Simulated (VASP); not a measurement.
A run of VASP 6.6.1:

Contents of INCAR:

```
ALGO = Normal
EDIFF = 1E-7
EDIFFG = -0.005
ENCUT = 600
GGA = PS
IBRION = 2
ISIF = 3
ISMEAR = 1
LASPH = T
LCHARG = F
LREAL = F
LWAVE = F
NELM = 80
NSW = 90
PREC = Accurate
SIGMA = 0.1
```

The input KPOINTS:

```
k-points
0
Gamma
  9 9 12
```

POSCAR

```
Zr                                      
1.0
    4.9683239530      0.0000000000      0.0000000000
   -2.4841619765      4.3026947554      0.0000000000
    0.0000000000     -0.0000000000      3.1162233085
  Zr            
     3
Direct
     0.6666666699999979    0.3333333300000021    0.5000000000000000
     0.3333333300000021    0.6666666699999979    0.5000000000000000
     0.0000000000000000    1.0000000000000000    1.0000000000000000
```

Potentials or basis: VASP PAW PBE potentials, release 64 (Zr_sv).

Command:

```console
$ cat potpaw_PBE.64/Zr_sv/POTCAR > POTCAR
$ mpirun -np 1 vasp_std > vasp.out
```

Hardware: 1 thread of Intel(R) Xeon(R) Platinum 8488C (Sapphire Rapids), on a shared host.

Q: Estimate the wall time of this run.

A: Run time: 4.4 min on 1 thread of Intel(R) Xeon(R) Platinum 8488C (Sapphire Rapids) (shared host), peak memory 0.28 GiB. Counts: scf iterations 32, k points 84, ion steps 3.
